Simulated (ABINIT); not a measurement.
Input of an ABINIT 10.8.3 (patched build) run:

run.abi

```
# Pseudopotentials
pp_dirpath "./"
pseudos "Cl.GGA_PBE-JTH.xml, Na.GGA_PBE-JTH.xml"

# Structure
acell 3.9514020966 3.9514020966 3.9514020966 Angstrom
rprim
     0.0000000000     0.7071067812     0.7071067812
     0.7071067812     0.0000000000     0.7071067812
     0.7071067812     0.7071067812     0.0000000000
ntypat 2
znucl 17 11
natom 2
typat 1 2
xcart
     5.2800142563     5.2800142563     5.2800142563
     0.0000000000     0.0000000000     0.0000000000

# Plane-wave basis
ecut 1224.512381 eV
pawecutdg 67.5

# k points
kptopt 1
ngkpt 6 6 6
nshiftk 1
shiftk 0.0 0.0 0.0

# Exchange and correlation
ixc 11

# Bands and occupations
nband 12
occopt 3
tsmear 0.00183747

# SCF cycle
nstep 100
tolvrs 1.0e-9

# Output
iomode 3
prtwf 0
prtden 0
prteig 0
prtebands 0
```

Potentials or basis: JTH PAW PBE v2.0.

Launch:

```sh
$ abinit run.abi > log 2>&1
```

Task: Predict the pressure.

Result: 1.7 GPa.

Task: What does it give for the band gap on the k mesh?

Result: 5.21 eV, direct.

PBE gaps usually lie below the measured ones, often by a third to a half.
